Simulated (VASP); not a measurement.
Crystal: Ru.

```xyz
1
Lattice="-1.5037 1.5037 1.5037 1.5037 -1.5037 1.5037 1.5037 1.5037 -1.5037" Properties=species:S:1:pos:R:3 pbc="T T T"
Ru    0.0000    0.0000    0.0000
```

This isn't the form of Ru at room conditions, which is hcp.

```yaml
Program: VASP 6.6.1
Task: relaxation of cell and atoms
Functional: r2SCAN
Dispersion: rVV10
Potentials_or_basis: VASP PAW PBE potentials, release 64 (Ru_pv)
Cutoff: 600 eV
k_mesh: 20 × 20 × 20
Occupations: gaussian, width 0.1 eV
Spin: no spin polarisation
```

At the start: pressure 7.2 GPa; volume 13.60 Å³/atom.

Problem. How do energy, volume and symmetry change on relaxing?

Solution. Over 4 steps the energy falls by 6.6 meV/atom and the volume is 13.90 Å³/atom (+2.2 %); space group Im-3m (No. 229, to 0.05 Å).

Step by step:
| step | energy change (eV) | largest force (eV/Å) | pressure (GPa) | volume (Å³) |
| --- | --- | --- | --- | --- |
| 1 | 0.0000 | 0.0000 | 7.24 | 13.60 |
| 2 | 0.0490 | 0.0000 | -17.65 | 14.85 |
| 3 | -0.0066 | 0.0000 | -0.18 | 13.91 |
| 4 | -0.0066 | 0.0000 | 0.00 | 13.90 |

Final structure:
```
CELL_PARAMETERS angstrom
-1.51468 1.51468 1.51468
1.51468 -1.51468 1.51468
1.51468 1.51468 -1.51468
ATOMIC_POSITIONS crystal
Ru 0.00000 0.00000 0.00000
```

Caveat: the PAW data sets were made with another functional, which shifts forces and pressure a little.
